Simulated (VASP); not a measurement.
A run of VASP 6.6.1 is set up as follows.

Contents of INCAR:

```
  ALGO = Normal
  EDIFF = 1E-8
  ENCUT = 600
  GGA = CA
  ISIF = 2
  ISMEAR = 0
  KPAR = 2
  LASPH = True
  LCHARG = False
  LEPSILON = True
  LREAL = False
  LWAVE = False
  NELM = 80
  PREC = Accurate
  SIGMA = 0.03
```

Contents of KPOINTS:

```
k-points
0
Monkhorst-Pack
  12 12 12
```

File POSCAR:

```
SrCl2                                   
1.0
    0.0000000000      3.4059083030      3.4059083030
    3.4059083030      0.0000000000      3.4059083030
    3.4059083030      3.4059083030      0.0000000000
  Sr              Cl            
     1     2
Direct
     0.0000000000000000    0.0000000000000000    0.0000000000000000
     0.2500000000000000    0.2500000000000000    0.2500000000000000
     0.7500000000000000    0.7500000000000000    0.7500000000000000
```

Potentials or basis: VASP PAW LDA potentials, release 64 (Sr_sv, Cl).

Launch:

```console
$ cat potpaw_LDA.64/Sr_sv/POTCAR potpaw_LDA.64/Cl/POTCAR > POTCAR
$ mpirun -np 2 vasp_std > vasp.out
```

(1) Estimate the electronic dielectric tensor (diagonal).

(2) What does it give for the Born charges (mean of the diagonal)?

Answers

(1) 3.13.

(2) Sr +2.49; Cl -1.25 e.
